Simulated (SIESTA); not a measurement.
## HgTe (Coloradoite) in SIESTA: the effect of functional

HgTe (Coloradoite):

```
Hg Te
1.0
     0.00000    3.21450    3.21450
     3.21450    0.00000    3.21450
     3.21450    3.21450    0.00000
Hg Te
1 1
Direct
  0.00000 0.00000 0.00000
  0.75000 0.75000 0.75000
```

Alike in all runs:

- Program: SIESTA 5.4.2
- Task: band structure
- Basis: DZP (energy shift 0.003 Ry; two zetas on semicore shells)
- Grid cutoff: 800 Ry
- Energy shift: 0.003 Ry
- k mesh: 7 × 7 × 7
- Occupations: fermi-dirac, width 0.05 eV
- Spin: no spin polarisation

Task: One run gave: pressure 8.6 GPa. Which functional did it use?
A. AM05
B. BLYP
C. vdW-DF-cx

Result: B.

| functional | potentials or basis | pressure (GPa) |
| --- | --- | --- |
| AM05 | PseudoDojo 0.4 standard (PBEsol files) | 3.1 |
| BLYP | PseudoDojo 0.4 standard (PBE files) | 8.6 |
| vdW-DF-cx | PseudoDojo 0.4 standard (PBE files) | 3.2 |

Caveats: short orbitals over semicore shells can move pressures by several GPa; the potentials were made for another functional, which shifts forces and pressure; the basis of atomic orbitals isn't converged, which shifts pressures, moduli and gaps.
